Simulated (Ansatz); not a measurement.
**InP under changes of volume**

One of the cells (25.167 Å³/atom); the others are scaled copies at fixed shape and fractional positions:

```
CELL_PARAMETERS angstrom
0.00000 2.93050 2.93050
2.93050 0.00000 2.93050
2.93050 2.93050 0.00000
ATOMIC_POSITIONS crystal
In 0.00000 0.00000 0.00000
P 0.75000 0.75000 0.75000
```

- Program: Ansatz 0.2.0
- Functional: LDA
- Potentials or basis: Ansatz PAW
- Cutoff: 420 eV (not typed: the program's choice for these potentials)
- k mesh: 8 × 8 × 8
- Occupations: fermi-dirac, width 0.05 eV
- Spin: spin-orbit coupling, no magnetisation

```csv
volume (Å³/atom),energy over the lowest point (meV/atom),pressure (GPa),gap on the mesh (eV)
23.657,10.64,3.4,0.79
24.160,?,?,?
24.663,0.00,0.1,0.56
25.167,1.90,-1.3,0.45
25.670,7.91,-2.5,0.34
26.173,17.60,-3.6,0.24
26.677,30.55,-4.6,0.14
```

Question: What does the run at 24.160 Å³/atom give?

Answer: Energy over the lowest point 2.72 meV/atom; pressure 1.7 GPa; gap on the mesh 0.67 eV.

Worked out: A Birch-Murnaghan fit of order 3 (a polynomial in V^(-2/3)) to the other rows has its minimum at 24.70 Å³/atom with B0 = V·E''(V) = 72 GPa and B' = 4.7. It gives 2.72 meV/atom at 24.160 Å³/atom, against the run's 2.72, and -dE/dV = 1.7 GPa, against 1.7. A straight line through the other rows of the gap, of slope -5.42 eV per unit of ln V (its deformation potential), gives 0.67 eV, against the run's 0.67.

Energies are extrapolated to zero smearing.

Caveats: the PAW data sets come from PBE, with cores solved anew for the run's functional, which leaves a small shift of forces and pressure.
